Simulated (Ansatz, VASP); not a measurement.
**As in VASP and in Ansatz**

```
As
1.0
     0.00000    2.14724    2.14724
     2.14724    0.00000    2.14724
     2.14724    2.14724    0.00000
As
1
Direct
  0.00000 0.00000 0.00000
```

Alike in both runs: task single point; functional PBE; k mesh 16 × 16 × 16; occupations gaussian, width 0.1 eV; no spin polarisation.

|  | VASP | Ansatz |
| --- | --- | --- |
| version | VASP 6.6.1 | Ansatz 0.2.0 |
| potentials or method | VASP PAW PBE potentials, release 64 (As) | scalar-relativistic, plane waves, PAW |
| plane-wave cutoff (eV) | 520 | 420 |
| valence electrons in the cell | 5 | 15 |

|  | VASP | Ansatz | Ansatz less VASP |
| --- | --- | --- | --- |
| gap on the k mesh at the Fermi level (eV) | none | none | - |
| pressure (GPa) | -1.8 | -1.8 | -0.03 |

A gap of «none» marks a metal or a gap that the smearing closes. The two sets of potentials don't hold the same shells in valence.
